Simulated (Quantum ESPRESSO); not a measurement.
## Y under changes of volume

One of the cells (33.012 Å³/atom); the others are scaled copies at fixed shape and fractional positions:

```xyz
2
Lattice="3.6474 0.0000 0.0000 -1.8237 3.1587 0.0000 0.0000 0.0000 5.7306" Properties=species:S:1:pos:R:3 pbc="T T T"
Y     1.8237    1.0529    4.2980
Y     0.0000    2.1058    1.4326
```

* Program: Quantum ESPRESSO 7.5
* Functional: LDA
* Potentials or basis: PseudoDojo 0.4.1 SR LDA standard
* Cutoff: 980 eV
* Density cutoff: 3918 eV
* k mesh: 8 × 8 × 5
* Occupations: fermi-dirac, width 0.05 eV
* Spin: no spin polarisation

```tsv
volume (Å³/atom)	energy over the lowest point (meV/atom)	pressure (GPa)
31.031	0.00	-1.5
31.691	8.05	-2.3
32.351	19.26	-3.1
33.012	33.40	-3.8
33.672	50.26	-4.4
34.332	69.63	-5.0
34.992	?	?
```

Q: What does the run at 34.992 Å³/atom give?

A: Energy over the lowest point 91.31 meV/atom; pressure -5.5 GPa.

Worked out: A Birch-Murnaghan fit of order 3 (a polynomial in V^(-2/3)) to the other rows has no minimum within the range. It gives 91.34 meV/atom at 34.992 Å³/atom, against the run's 91.31, and -dE/dV = -5.5 GPa, against -5.5.

Energies are extrapolated to zero smearing.
